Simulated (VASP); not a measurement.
## From an Ansatz input to VASP: MgS (zincblende)

Ansatz input

```yaml
crystal:
  lattice:
    - [0.0, 2.8308768412, 2.8308768412]
    - [2.8308768412, 0.0, 2.8308768412]
    - [2.8308768412, 2.8308768412, 0.0]
  atoms:
    - { symbol: Mg, position: [0.0, 0.0, 0.0] }
    - { symbol: S, position: [0.25, 0.25, 0.25] }
kpoints:
  mp_grid: { grid: [8, 8, 8] }
  band_path:
    path:
      - [0.0, 0.0, 0.0]
      - [-0.5, -0.5, 0.0]
      - [-0.375, -0.375, 0.25]
      - [-0.375, 0.0, 0.375]
      - [0.0, 0.0, 0.5]
      - [-0.5, -0.25, 0.25]
    npoints: 1
hamiltonian:
  xc: pbe
scf:
  occupations: { method: fermi_dirac, width: 0.02 }
  n_extra_bands: 4
output:
  forces: true
  stress: true
  eigenvalues: true
  write_density: true
  write_potential: true
  elf: true
  volumetric_format: npy
```

Task: Translate this input to VASP.

Result: 

INCAR

```
LWAVE = .FALSE.
NSW = 0
ISIF = 2
IBRION = -1
ISMEAR = -1
LCHARG = .FALSE.
LASPH = .TRUE.
NELM = 120
SIGMA = 0.02
GGA = PE
PREC = Accurate
NBANDS = 11
LREAL = .FALSE.
EDIFF = 1E-7
ENCUT = 520
```

KPOINTS

```
KPOINTS created by Atomic Simulation Environment
0
Gamma
8 8 8
0 0 0
```

KPOINTS_OPT

```
special points
6
Reciprocal
0.0000000000 0.0000000000 0.0000000000 1
-0.5000000000 -0.5000000000 0.0000000000 1
-0.3750000000 -0.3750000000 0.2500000000 1
-0.3750000000 0.0000000000 0.3750000000 1
0.0000000000 0.0000000000 0.5000000000 1
-0.5000000000 -0.2500000000 0.2500000000 1
```

POSCAR

```
Mg S
 1.0000000000000000
     0.0000000000000000    2.8308768412283047    2.8308768412283047
     2.8308768412283047    0.0000000000000000    2.8308768412283047
     2.8308768412283047    2.8308768412283047    0.0000000000000000
 Mg  S
   1   1
Cartesian
  0.0000000000000000  0.0000000000000000  0.0000000000000000
  1.4154384206141524  1.4154384206141524  1.4154384206141524
```

VASP ran with the recommended PBE PAW datasets (8 valence electrons in the cell). Other inputs would serve too.

|  | Ansatz | VASP |
| --- | --- | --- |
| gap between bands v and c | 3.47 eV | 3.46 eV |
| least direct gap | 3.47 eV | 3.46 eV |
| pressure | 1.1 GPa | 0.9 GPa |

Datasets and cutoffs are each program's own. VASP's cell holds 8 valence electrons and Ansatz's 16. Ansatz's stress includes a Pulay correction; VASP's doesn't.
